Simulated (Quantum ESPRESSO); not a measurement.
# KBr (Fm-3m) in Quantum ESPRESSO: further runs, part 4 of 4

Quantum ESPRESSO 7.5. Earlier steps stand in the parts before.

## Step 6: Phonons, PBE

The input, pw.in:

```
&CONTROL
  calculation = 'scf'
  prefix = 'pwscf'
  outdir = './tmp'
  pseudo_dir = './pseudo'
  tprnfor = .true.
  tstress = .true.
  disk_io = 'low'
/
&SYSTEM
  ibrav = 0
  nat = 2
  ntyp = 2
  ecutwfc = 74
  nbnd = 14
  occupations = 'smearing'
  smearing = 'fd'
  degauss = 0.00367493
/
&ELECTRONS
  conv_thr = 4d-10
  electron_maxstep = 120
  mixing_beta = 0.5
/
ATOMIC_SPECIES
Br    79.9040 Br.upf
K     39.0983 K.upf
CELL_PARAMETERS angstrom
   0.0000000000    3.3000000000    3.3000000000
   3.3000000000    0.0000000000    3.3000000000
   3.3000000000    3.3000000000    0.0000000000
ATOMIC_POSITIONS crystal
Br     0.5000000000    0.5000000000    0.5000000000
K      0.0000000000    0.0000000000    0.0000000000
K_POINTS automatic
4 4 4 1 1 1
```

The input, relax.in:

```
&CONTROL
  calculation = 'vc-relax'
  prefix = 'pwscf'
  outdir = './tmp'
  pseudo_dir = './pseudo'
  tprnfor = .true.
  tstress = .true.
  disk_io = 'low'
  nstep = 40
  forc_conv_thr = 0.0001
  etot_conv_thr = 1d-06
/
&SYSTEM
  ibrav = 0
  nat = 2
  ntyp = 2
  ecutwfc = 74
  nbnd = 14
  occupations = 'smearing'
  smearing = 'fd'
  degauss = 0.00367493
/
&ELECTRONS
  conv_thr = 4d-10
  electron_maxstep = 120
  mixing_beta = 0.5
/
&IONS
  ion_dynamics = 'bfgs'
/
&CELL
  cell_dynamics = 'bfgs'
  press = 0
  press_conv_thr = 0.2
/
ATOMIC_SPECIES
Br    79.9040 Br.upf
K     39.0983 K.upf
CELL_PARAMETERS angstrom
   0.0000000000    3.3000000000    3.3000000000
   3.3000000000    0.0000000000    3.3000000000
   3.3000000000    3.3000000000    0.0000000000
ATOMIC_POSITIONS crystal
Br     0.5000000000    0.5000000000    0.5000000000
K      0.0000000000    0.0000000000    0.0000000000
K_POINTS automatic
4 4 4 1 1 1
```

The input, scf2.in:

```
&CONTROL
  calculation = 'scf'
  prefix = 'pwscf'
  outdir = './tmp'
  pseudo_dir = './pseudo'
  tprnfor = .true.
  tstress = .true.
  disk_io = 'low'
/
&SYSTEM
  ibrav = 0
  nat = 2
  ntyp = 2
  ecutwfc = 74
  nbnd = 14
  occupations = 'fixed'
/
&ELECTRONS
  conv_thr = 1d-13
  electron_maxstep = 120
  mixing_beta = 0.5
  startingpot = 'file'
  startingwfc = 'file'
/
ATOMIC_SPECIES
Br    79.9040 Br.upf
K     39.0983 K.upf
CELL_PARAMETERS angstrom
   0.0000000000    3.3513474377    3.3513474377
   3.3513474377    0.0000000000    3.3513474377
   3.3513474377    3.3513474377    0.0000000000
ATOMIC_POSITIONS crystal
Br     0.5000000000    0.5000000000    0.5000000000
K      0.0000000000    0.0000000000    0.0000000000
K_POINTS automatic
4 4 4 1 1 1
```

The input, ph.in:

```
phonons of KBr
&INPUTPH
  prefix = 'pwscf'
  outdir = './tmp'
  tr2_ph = 1d-18
  fildyn = 'dyn'
  niter_ph = 90
  alpha_mix(1) = 0.7
/
0.1767766953 0.7071067812 0.1767766953
```

Potentials or basis: PseudoDojo 0.4.1 SR PBE standard.

Command:

```
$ OMP_NUM_THREADS=1 mpirun -n 4 pw.x -nk 2 -in pw.in > pw.out
$ OMP_NUM_THREADS=1 mpirun -n 4 pw.x -nk 2 -in relax.in > relax.out
$ OMP_NUM_THREADS=1 mpirun -n 4 pw.x -nk 2 -in scf2.in > scf2.out
$ OMP_NUM_THREADS=1 mpirun -n 4 ph.x -nk 2 -in ph.in > ph.out
```

pw.out:

```text
This program is part of the open-source Quantum ESPRESSO suite
     for quantum simulation of materials; please cite
[... 6 lines left out ...]
     using ibrav=0 with symmetry is DISCOURAGED, use correct ibrav instead

     K-points division:     npool     =       2
     Subspace diagonalization in iterative solution of the eigenvalue problem:
     a serial algorithm will be used

     --------------------
     sticks:   dense  smooth     PW     G-vecs:    dense   smooth      PW
     Min         792     792    225                20827    20827    3187
     Max         793     793    226                20828    20828    3188
     Sum        1585    1585    451                41655    41655    6375

     Using Slab Decomposition

     bravais-lattice index     =            0
     lattice parameter (alat)  =       8.8192  a.u.
     unit-cell volume          =     485.0298 (a.u.)^3
     number of atoms/cell      =            2
     number of atomic types    =            2
     number of electrons       =        16.00
     number of Kohn-Sham states=           14
     kinetic-energy cutoff     =      74.0000  Ry
     charge density cutoff     =     296.0000  Ry
     scf convergence threshold =      4.0E-10
     mixing beta               =       0.5000
     number of iterations used =            8  plain     mixing
     Exchange-correlation= PBE
                           (   1   4   3   4   0   0   0)

     celldm(1)=   8.819172  celldm(2)=   0.000000  celldm(3)=   0.000000
     celldm(4)=   0.000000  celldm(5)=   0.000000  celldm(6)=   0.000000

[... 8 lines left out ...]
               b(3) = (  0.707107  0.707107 -0.707107 )

     PseudoPot. # 1 for Br read from file:
     Br.upf
     Pseudo is Norm-conserving + core correction, Zval =  7.0
     Generated using ONCVPSP code by D. R. Hamann
     Using radial grid of 1098 points,  6 beta functions with:
                l(1) =   0
                l(2) =   0
                l(3) =   1
                l(4) =   1
                l(5) =   2
                l(6) =   2

     PseudoPot. # 2 for K  read from file:
     K.upf
     Pseudo is Norm-conserving + core correction, Zval =  9.0
     Generated using ONCVPSP code by D. R. Hamann
     Using radial grid of 2222 points,  6 beta functions with:
                l(1) =   0
                l(2) =   0
                l(3) =   1
                l(4) =   1
                l(5) =   2
                l(6) =   2

     atomic species   valence    mass     pseudopotential
     Br                7.00    79.90400     Br( 1.00)
     K                 9.00    39.09830     K ( 1.00)

     48 Sym. Ops., with inversion, found

   Cartesian axes

     site n.     atom                  positions (alat units)
         1        Br     tau(   1) = (   0.7071068   0.7071068   0.7071068  )
         2        K      tau(   2) = (   0.0000000   0.0000000   0.0000000  )

     number of k points=    10  Fermi-Dirac smearing, width (Ry)=  0.0037
                       cart. coord. in units 2pi/alat
        k(    1) = (   0.0883883   0.0883883   0.0883883), wk =   0.0625000
        k(    2) = (   0.2651650   0.2651650  -0.0883883), wk =   0.1875000
        k(    3) = (  -0.2651650  -0.2651650   0.4419417), wk =   0.1875000
        k(    4) = (  -0.0883883  -0.0883883   0.2651650), wk =   0.1875000
        k(    5) = (   0.4419417   0.0883883   0.0883883), wk =   0.1875000
        k(    6) = (  -0.0883883  -0.4419417   0.6187184), wk =   0.3750000
        k(    7) = (   0.0883883  -0.2651650   0.4419417), wk =   0.3750000
        k(    8) = (  -0.6187184   0.0883883   0.0883883), wk =   0.1875000
        k(    9) = (   0.2651650   0.2651650   0.2651650), wk =   0.0625000
        k(   10) = (  -0.2651650  -0.2651650   0.7954951), wk =   0.1875000

     Dense  grid:    41655 G-vectors     FFT dimensions: (  50,  50,  50)

     Initial potential from superposition of free atoms

     starting charge      15.9807, renormalised to      16.0000
     Starting wfcs are    9 randomized atomic wfcs +    5 random wfcs

     Self-consistent Calculation

     iteration #  1     ecut=    74.00 Ry     beta= 0.50
     Davidson diagonalization with overlap
     ethr =  1.00E-02,  avg # of iterations =  6.8

     Threshold (ethr) on eigenvalues was too large:
     Diagonalizing with lowered threshold

     Davidson diagonalization with overlap
     ethr =  2.97E-04,  avg # of iterations =  6.2

     total energy              =     -91.82647713 Ry
     estimated scf accuracy    <       0.04590864 Ry

     iteration #  2     ecut=    74.00 Ry     beta= 0.50
     Davidson diagonalization with overlap
     ethr =  2.87E-04,  avg # of iterations =  2.6

     total energy              =     -91.83571407 Ry
     estimated scf accuracy    <       0.00223915 Ry

     iteration #  3     ecut=    74.00 Ry     beta= 0.50
     Davidson diagonalization with overlap
     ethr =  1.40E-05,  avg # of iterations =  8.7

     total energy              =     -91.83620023 Ry
     estimated scf accuracy    <       0.00055444 Ry

     iteration #  4     ecut=    74.00 Ry     beta= 0.50
     Davidson diagonalization with overlap
     ethr =  3.47E-06,  avg # of iterations =  4.0

     total energy              =     -91.83626792 Ry
     estimated scf accuracy    <       0.00001218 Ry

     iteration #  5     ecut=    74.00 Ry     beta= 0.50
     Davidson diagonalization with overlap
     ethr =  7.61E-08,  avg # of iterations =  2.2

     total energy              =     -91.83627312 Ry
     estimated scf accuracy    <       0.00000105 Ry

     iteration #  6     ecut=    74.00 Ry     beta= 0.50
     Davidson diagonalization with overlap
     ethr =  6.57E-09,  avg # of iterations =  2.7

     total energy              =     -91.83627348 Ry
     estimated scf accuracy    <       0.00000013 Ry

     iteration #  7     ecut=    74.00 Ry     beta= 0.50
     Davidson diagonalization with overlap
     ethr =  8.33E-10,  avg # of iterations =  2.3

     total energy              =     -91.83627351 Ry
     estimated scf accuracy    <          8.0E-09 Ry

     iteration #  8     ecut=    74.00 Ry     beta= 0.50
     Davidson diagonalization with overlap
     ethr =  5.01E-11,  avg # of iterations =  3.5

     total energy              =     -91.83627351 Ry
     estimated scf accuracy    <          2.6E-09 Ry

     iteration #  9     ecut=    74.00 Ry     beta= 0.50
     Davidson diagonalization with overlap
     ethr =  1.60E-11,  avg # of iterations =  2.0

     End of self-consistent calculation

          k = 0.0884 0.0884 0.0884 (  5155 PWs)   bands (ev):

   -26.6611 -11.2086 -10.1397 -10.1397 -10.0981   0.8936   1.0641   1.0641
     5.9441   8.6227   8.9089   8.9089   9.7451   9.7451

          k = 0.2652 0.2652-0.0884 (  5213 PWs)   bands (ev):

   -26.6579 -11.2888 -10.1574 -10.1400  -9.9764   0.2904   0.8657   0.8707
     7.2946   8.5075   9.5775  10.0470  10.3999  10.9372

          k =-0.2652-0.2652 0.4419 (  5217 PWs)   bands (ev):

   -26.6561 -11.3220 -10.1543 -10.1489  -9.9280   0.0309   0.7325   0.7903
     7.8370   9.1041  10.4873  10.8182  10.9388  11.1672

          k =-0.0884-0.0884 0.2652 (  5203 PWs)   bands (ev):

   -26.6592 -11.2479 -10.1485 -10.1460 -10.0343   0.5157   0.9572   0.9807
     6.7112   8.1456   9.5525   9.6229   9.9740  10.4471

          k = 0.4419 0.0884 0.0884 (  5215 PWs)   bands (ev):

   -26.6567 -11.2200 -10.1636 -10.1612 -10.0547   0.2890   0.8325   0.8822
     7.5129   7.7521  10.2767  10.6370  10.7682  10.8678

          k =-0.0884-0.4419 0.6187 (  5221 PWs)   bands (ev):

   -26.6549 -11.1952 -10.1988 -10.1787 -10.0435   0.3586   0.5754   0.7266
     7.9581   8.9695   9.4796  10.3679  11.2788  11.5586

          k = 0.0884-0.2652 0.4419 (  5217 PWs)   bands (ev):

   -26.6561 -11.2695 -10.1723 -10.1531  -9.9840   0.1971   0.7230   0.7915
     7.9453   8.4500  10.0693  10.5319  10.8657  11.2237

          k =-0.6187 0.0884 0.0884 (  5225 PWs)   bands (ev):

   -26.6549 -11.1313 -10.2076 -10.1703 -10.1322   0.3167   0.7372   0.8244
     7.2354   8.4771  10.1746  10.5799  10.8948  11.6478

          k = 0.2652 0.2652 0.2652 (  5225 PWs)   bands (ev):

   -26.6571 -11.3326 -10.1436 -10.1436  -9.9239   0.0773   0.8289   0.8289
     7.4924   9.0139  10.1814  10.1814  11.0119  11.0119

          k =-0.2652-0.2652 0.7955 (  5219 PWs)   bands (ev):

   -26.6554 -11.2604 -10.1882 -10.1527  -9.9844   0.2086   0.5963   0.7718
     8.1588   9.0120   9.8192  10.4837  10.7271  11.7394

     the Fermi energy is     2.3893 ev

!    total energy              =     -91.83627351 Ry
     estimated scf accuracy    <          3.6E-11 Ry
     smearing contrib. (-TS)   =      -0.00000000 Ry
     internal energy E=F+TS    =     -91.83627351 Ry

     The total energy is F=E-TS. E is the sum of the following terms:
     one-electron contribution =     -29.06537926 Ry
     hartree contribution      =      19.28291930 Ry
     xc contribution           =     -23.25593839 Ry
     ewald contribution        =     -58.79787517 Ry

     convergence has been achieved in   9 iterations

     Forces acting on atoms (cartesian axes, Ry/au):

     atom    1 type  1   force =    -0.00000000   -0.00000000    0.00000000
     atom    2 type  2   force =     0.00000000    0.00000000   -0.00000000

     Total force =     0.000000     Total SCF correction =     0.000000

     Computing stress (Cartesian axis) and pressure

          total   stress  (Ry/bohr**3)                   (kbar)     P=        7.02
   0.00004773  -0.00000000  -0.00000000            7.02       -0.00       -0.00
  -0.00000000   0.00004773  -0.00000000           -0.00        7.02       -0.00
  -0.00000000  -0.00000000   0.00004773           -0.00       -0.00        7.02

=------------------------------------------------------------------------------=
   JOB DONE.
=------------------------------------------------------------------------------=
```

Wall time 7.2 min (4 MPI ranks of Arm Neoverse V2, shared host); peak memory 0.36 GiB.

What came out:

```yaml
Free_energy: -1249.5034 eV
Relaxed_volume: 37.64 Å³/atom
Relaxed_cell: a = 4.740 Å, b = 4.740 Å, c = 4.740 Å, α = 60.00°, β = 60.00°, γ = 60.00°
Space_group_after_relaxing_to_0.05_Å: Fm-3m (No. 225)
Pressure_after_relaxing: 0.0 GPa
Highest_phonon_frequency_at_the_q_point_run: 109 cm⁻¹
```

Step by step:
| step | energy change (eV) | largest force (eV/Å) | pressure (GPa) | volume (Å³) |
| --- | --- | --- | --- | --- |
| 1 | 0.0000 | 0.0000 | 0.70 | 71.87 |
| 2 | -0.0011 | 0.0000 | 0.64 | 72.13 |
| 3 | -0.0022 | 0.0000 | 0.58 | 72.42 |
| 4 | -0.0036 | 0.0000 | 0.48 | 72.84 |
| 5 | -0.0052 | 0.0000 | 0.35 | 73.49 |
| 6 | -0.0068 | 0.0000 | 0.15 | 74.46 |
| 7 | -0.0071 | 0.0000 | 0.01 | 75.25 |
| 8 | -0.0071 | 0.0000 | 0.00 | 75.28 |

Final structure:
```
Br K
1.0
     0.00000    3.35135    3.35135
     3.35135    0.00000    3.35135
     3.35135    3.35135    0.00000
Br K
1 1
Direct
  0.50000 0.50000 0.50000
  0.00000 0.00000 0.00000
```

Phonon frequencies in cm⁻¹ (negative: imaginary):
```
              q point          frequencies
(0.625, 0.250, 0.625)  52 66 68 98 109 109
```

Phonon modes at q = (0.625, 0.250, 0.625) in reciprocal lattice units:
```tsv
mode	symmetry	cm⁻¹
1	B_1	52
2	B_2	66
3	A_1	68
4	B_1	98
5	B_2	109
6	A_1	109
```

## Step 7: Against experiment

Step 2. A measured high-frequency dielectric constant of KBr is 2.36 (a printed reference work, monograph); the calculated 2.55 misses it by +8.1 %.

Step 3. Against the measured high-frequency dielectric constant of KBr, 2.36 (a printed reference work, monograph), the calculated 2.50 is off by +5.9 %.
